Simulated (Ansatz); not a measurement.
# Zn3Sn2O7: the cost of one run

Program: Ansatz 0.2.0. Level of theory: DFT, PBE, plane-wave PAW, default files, scalar-relativistic, as far as a step names no other. These are calculated values, not measurements.

1 further run of the same task is left out (it didn't finish).

## Step 1: The structure to begin with

Symmetry: Cmc2_1, No. 36, orthorhombic system. Conventional cell: a = 19.061 Å, b = 5.430 Å, c = 5.389 Å, α = 90.00°, β = 90.00°, γ = 90.00°. Zn (site symmetry m) has 4 O at 2.02 to 2.14 Å as nearest neighbours. Zn (site symmetry 1) is surrounded by 4 O at 2.02 to 2.07 Å. Around Sn (site symmetry 1) lie 6 O at 2.06 to 2.16 Å. Around O (site symmetry 1) lie 3 Zn at 2.02 to 2.07 Å and 1 Sn at 2.11 Å. O (site symmetry 1) is surrounded by 1 Zn at 2.03 Å and 2 Sn at 2.06 to 2.11 Å. Around O (site symmetry 1) lie 1 Zn at 2.02 Å and 2 Sn at 2.07 to 2.12 Å. O (site symmetry m) is surrounded by 2 Zn at 2.09 to 2.14 Å and 2 Sn at 2.16 Å.

As a file:

```xyz
24
Lattice="9.5307 -2.7148 0.0000 9.5307 2.7148 0.0000 0.0000 0.0000 5.3885" Properties=species:S:1:pos:R:3 pbc="T T T"
Zn    9.5307   -1.3229    4.1620
Zn    9.5307    1.3229    1.4677
Zn    5.6464   -1.5259    3.8173
Zn   13.4150    1.5259    1.1231
Zn   13.4150   -1.5259    3.8173
Zn    5.6464    1.5259    1.1231
Sn   11.5101    1.3404    4.0135
Sn    7.5513   -1.3404    1.3193
Sn   11.5101   -1.3404    1.3193
Sn    7.5513    1.3404    4.0135
O    15.1363   -0.7283    4.4977
O     3.9251    0.7283    1.8034
O    15.1363    0.7283    1.8034
O     3.9251   -0.7283    4.4977
O     6.9518    0.4568    2.2484
O    12.1096   -0.4568    4.9426
O     6.9518   -0.4568    4.9426
O    12.1096    0.4568    2.2484
O     8.0995   -2.2649    3.0933
O    10.9618    2.2649    0.3990
O     9.5307    0.6599    3.4981
O     9.5307   -0.6599    0.8038
O    10.9618   -2.2649    3.0933
O     8.0995    2.2649    0.3990
```

## Step 2: Gradients at the starting positions

input.yaml reads:

```yaml
crystal:
  lattice:
    - [9.530688, -2.714792, 0.0]
    - [9.530688, 2.714792, 0.0]
    - [0.0, 0.0, 5.388531]
  atoms:
    - { symbol: Zn, position: [0.743649, 0.256351, 0.772381] }
    - { symbol: Zn, position: [0.256351, 0.743649, 0.272381] }
    - { symbol: Zn, position: [0.577246, 0.015194, 0.708418] }
    - { symbol: Zn, position: [0.422754, 0.984806, 0.208418] }
    - { symbol: Zn, position: [0.984806, 0.422754, 0.708418] }
    - { symbol: Zn, position: [0.015194, 0.577246, 0.208418] }
    - { symbol: Sn, position: [0.35697, 0.850715, 0.744826] }
    - { symbol: Sn, position: [0.64303, 0.149285, 0.244826] }
    - { symbol: Sn, position: [0.850715, 0.35697, 0.244826] }
    - { symbol: Sn, position: [0.149285, 0.64303, 0.744826] }
    - { symbol: O, position: [0.92821, 0.659957, 0.834675] }
    - { symbol: O, position: [0.07179, 0.340043, 0.334675] }
    - { symbol: O, position: [0.659957, 0.92821, 0.334675] }
    - { symbol: O, position: [0.340043, 0.07179, 0.834675] }
    - { symbol: O, position: [0.280577, 0.448833, 0.41725] }
    - { symbol: O, position: [0.719423, 0.551167, 0.91725] }
    - { symbol: O, position: [0.448833, 0.280577, 0.91725] }
    - { symbol: O, position: [0.551167, 0.719423, 0.41725] }
    - { symbol: O, position: [0.842067, 0.00777, 0.574053] }
    - { symbol: O, position: [0.157933, 0.99223, 0.074053] }
    - { symbol: O, position: [0.378462, 0.621538, 0.649174] }
    - { symbol: O, position: [0.621538, 0.378462, 0.149174] }
    - { symbol: O, position: [0.99223, 0.157933, 0.574053] }
    - { symbol: O, position: [0.00777, 0.842067, 0.074053] }
kpoints:
  mp_grid: { grid: [4, 4, 4] }
scf:
  occupations: { method: fermi_dirac, width: 0.02 }
hamiltonian:
  xc: pbe
  pseudopotentials: { kind: paw }
output:
  forces: true
  stress: true
  populations: true
  efg:
    quadrupole_moments_barn: { Zn: 0.122, Sn: -0.132, O: -0.02558 }
    contact_densities: true
  write_density: true
  write_potential: true
  elf: true
  volumetric_format: npy
```

On the command line:

```console
$ ansatz run input.yaml --threads 1 --pin off --max-ram 2560MiB --backend cpu --events-out ev --progress --plain --runs-dir out
```

Q: Estimate wall time and peak memory on 1 thread of Intel Xeon Platinum 8259CL at 2.50GHz (Skylake/Cascade Lake), shared host.

About 1.9 min, with a peak of 1 GiB.
